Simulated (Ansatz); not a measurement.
Band gaps on a Γ-centred 6×6×6 mesh, computed with PBE in Ansatz (all-electron LAPW, point nucleus), no spin polarisation, no spin–orbit coupling.

(1) Rank by gap, smallest first.
A. YN (rock salt, a = 4.920 Å)
B. GaN (zinc blende, a = 4.550 Å)
C. SrO (rock salt, a = 5.200 Å)
D. TePb (rock salt, a = 6.570 Å)
E. CsCl (CsCl, a = 4.200 Å)
F. TlCl (CsCl, a = 3.900 Å)

Results:

(1) A (0.21 eV), D (0.83 eV), B (1.55 eV), F (2.20 eV), C (3.33 eV), E (5.03 eV).

Model structures, not the usual forms at ambient conditions (metastable or hypothetical): GaN (zinc blende type). A gap read on the mesh is an upper bound of this method's gap, since the mesh can miss a band edge. Spin–orbit coupling is left out; with heavy elements it can shift the gap and split levels by tenths of an eV. Semilocal functionals give gaps that mostly lie well below measured ones.
